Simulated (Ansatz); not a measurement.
# C: the cost of one run

Method: DFT PBEsol, scalar-relativistic, plane waves, PAW, in Ansatz 0.2.0.

### Step 1. The system as given

The structure is trigonal, space group R-3m (No. 166). Conventional cell: a = 5.735 Å, b = 5.735 Å, c = 14.672 Å, α = 90.00°, β = 90.00°, γ = 120.00°. C (site symmetry m) is surrounded by 6 C at 1.95 to 2.11 Å. C (site symmetry m) is surrounded by 7 C at 2.08 to 2.35 Å.

As a file:

```
C
1.0
     2.86770    1.65566    4.89057
    -2.86770    1.65566    4.89057
     0.00000   -3.31133    4.89057
C
12
Direct
  0.01019 0.65361 0.01019
  0.01019 0.01019 0.65361
  0.65361 0.01019 0.01019
  0.98981 0.34639 0.98981
  0.34639 0.98981 0.98981
  0.98981 0.98981 0.34639
  0.22118 0.63060 0.22118
  0.22118 0.22118 0.63060
  0.63060 0.22118 0.22118
  0.77882 0.36940 0.77882
  0.36940 0.77882 0.77882
  0.77882 0.77882 0.36940
```

This is candidate A: alpha-boron type (R-3m, No. 166).

(A quick probe on a coarse mesh, which set the mesh and smearing, is not shown.)

### Step 3. Coarse relaxation (candidate A)

File input.yaml:

```yaml
crystal:
  lattice:
    - [2.8676954686, 1.6556647507, 4.8905740518]
    - [-2.8676954686, 1.6556647507, 4.8905740518]
    - [0.0, -3.3113295014, 4.8905740518]
  atoms:
    - { symbol: C, position: [0.01019, 0.65361, 0.01019] }
    - { symbol: C, position: [0.01019, 0.01019, 0.65361] }
    - { symbol: C, position: [0.65361, 0.01019, 0.01019] }
    - { symbol: C, position: [0.98981, 0.34639, 0.98981] }
    - { symbol: C, position: [0.34639, 0.98981, 0.98981] }
    - { symbol: C, position: [0.98981, 0.98981, 0.34639] }
    - { symbol: C, position: [0.22118, 0.6306, 0.22118] }
    - { symbol: C, position: [0.22118, 0.22118, 0.6306] }
    - { symbol: C, position: [0.6306, 0.22118, 0.22118] }
    - { symbol: C, position: [0.77882, 0.3694, 0.77882] }
    - { symbol: C, position: [0.3694, 0.77882, 0.77882] }
    - { symbol: C, position: [0.77882, 0.77882, 0.3694] }
basis:
  ecutwfc: 420
kpoints:
  mp_grid: { grid: [6, 6, 6] }
hamiltonian:
  xc: pbesol
scf:
  occupations: { method: gaussian, width: 0.1 }
  lower_state_search: "off"
output:
  forces: true
  stress: true
  eigenvalues: true
relax:
  adjacent_minimum: "off"
  f_tol: 0.04
  max_steps: 70
  cell: { stress_tol: 0.4 }
```

**Question.** How long does this run take on 1 thread of an Arm CPU, shared host, and how much memory does it need?

About 4.8 min, with a peak of 0.48 GiB.
